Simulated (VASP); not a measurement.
The system is SiO2.

```
Si O
1.0
     4.14741    0.00000    0.00000
     0.00000    4.14741    0.00000
     0.00000    0.00000    2.70375
Si O
2 4
Direct
  0.50000 0.50000 0.50000
  0.00000 0.00000 0.00000
  0.69423 0.69423 0.00000
  0.80577 0.19423 0.50000
  0.30577 0.30577 0.00000
  0.19423 0.80577 0.50000
```

* Program: VASP 6.6.1
* Task: relaxation of cell and atoms
* Functional: PBE
* Potentials or basis: VASP PAW PBE potentials, release 64 (Si, O)
* Cutoff: 600 eV
* k mesh: 6 × 6 × 9
* Occupations: gaussian, width 0.02 eV
* Spin: no spin polarisation

At the start: pressure 10.0 GPa; volume 7.75 Å³/atom.

Task: Where does the relaxation end?

Result: Over 7 steps the energy falls by 11.2 meV/atom and the volume is 8.04 Å³/atom (+3.7 %); space group P4_2/mnm (No. 136, to 0.05 Å).

Step by step:
| step | energy change (eV) | largest force (eV/Å) | pressure (GPa) | volume (Å³) |
| --- | --- | --- | --- | --- |
| 1 | 0.0000 | 0.1840 | 9.97 | 46.51 |
| 2 | 0.0071 | 0.5731 | -10.47 | 49.82 |
| 3 | -0.0552 | 0.1954 | -0.64 | 48.08 |
| 4 | -0.0664 | 0.0555 | -0.02 | 48.16 |
| 5 | -0.0668 | 0.0235 | 0.18 | 48.18 |
| 6 | -0.0669 | 0.0086 | -0.11 | 48.24 |
| 7 | -0.0669 | 0.0017 | -0.02 | 48.22 |

Final structure:
```yaml
crystal:
  lattice:
    - [4.23159, 0.00000, 0.00000]
    - [0.00000, 4.23159, 0.00000]
    - [0.00000, 0.00000, 2.69274]
  atoms:
    - { symbol: Si, position: [0.50000, 0.50000, 0.50000] }
    - { symbol: Si, position: [0.00000, 0.00000, 0.00000] }
    - { symbol: O, position: [0.69324, 0.69324, 0.00000] }
    - { symbol: O, position: [0.80676, 0.19324, 0.50000] }
    - { symbol: O, position: [0.30676, 0.30676, 0.00000] }
    - { symbol: O, position: [0.19324, 0.80676, 0.50000] }
```
